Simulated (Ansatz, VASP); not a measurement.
# One calculation of PbS, two programs

Contents of INCAR:

```
PREC = Accurate
ENCUT = 520
EDIFF = 1E-7
ISMEAR = -1
SIGMA = 0.05
LREAL = F
LASPH = T
NELM = 80
ALGO = Normal
ISIF = 2
LWAVE = F
LCHARG = F
GGA = PE
NBANDS = 17
```

Contents of KPOINTS:

```
Automatic mesh
0
Gamma
  8 8 8
```

POSCAR

```
PbS
1.0
    2.0984823409      1.2115593444      3.4287483306
   -2.0984823409      1.2115593444      3.4287483306
    0.0000000000     -2.4231186889      3.4287483306
Pb S
1 1
Direct
    0.9805657800      0.9805657800      0.9805657800
    0.4750355500      0.4750355500      0.4750355500
```

The input input.yaml:

```yaml
crystal:
  lattice:
    - [2.0984823409, 1.2115593444, 3.4287483306]
    - [-2.0984823409, 1.2115593444, 3.4287483306]
    - [0.0, -2.4231186889, 3.4287483306]
  atoms:
    - { symbol: Pb, position: [0.98056578, 0.98056578, 0.98056578] }
    - { symbol: S, position: [0.47503555, 0.47503555, 0.47503555] }
hamiltonian:
  xc: pbe
  pseudopotentials: { kind: paw }
kpoints:
  mp_grid: { grid: [8, 8, 8] }
scf:
  occupations: { method: fermi_dirac, width: 0.05 }
output:
  forces: true
  stress: true
  eigenvalues: true
  write_density: true
  write_potential: true
  elf: true
  volumetric_format: npy
```

Change from the starting cell: volume scaled by 0.98.

Alike in both runs: task single point; functional PBE; k mesh 8 × 8 × 8; occupations fermi-dirac, width 0.05 eV; no spin polarisation.

|  | VASP | Ansatz |
| --- | --- | --- |
| version | VASP 6.6.1 | Ansatz 0.2.0 |
| potentials or method | VASP PAW PBE potentials, release 64 (Pb_d, S) | Ansatz PAW |
| plane-wave cutoff (eV) | 520 | 420 |
| valence electrons in the cell | 20 | 20 |

```tsv
	VASP	Ansatz	Ansatz less VASP
gap on the k mesh at the Fermi level (eV)	0.39	0.38	-0.007
least direct gap on the mesh (eV)	0.39	0.38	-0.007
pressure (GPa)	2.0	2.1	+0.07
rms of the force components (eV/Å)	0.017	0.017	-0.0004
```

Atom by atom the forces differ by 0.000 eV/Å (rms over components).

Caveats: spin-orbit coupling is left out, which as a rule narrows the gap of such compounds by several tenths of an eV. A k mesh can miss the band edges.
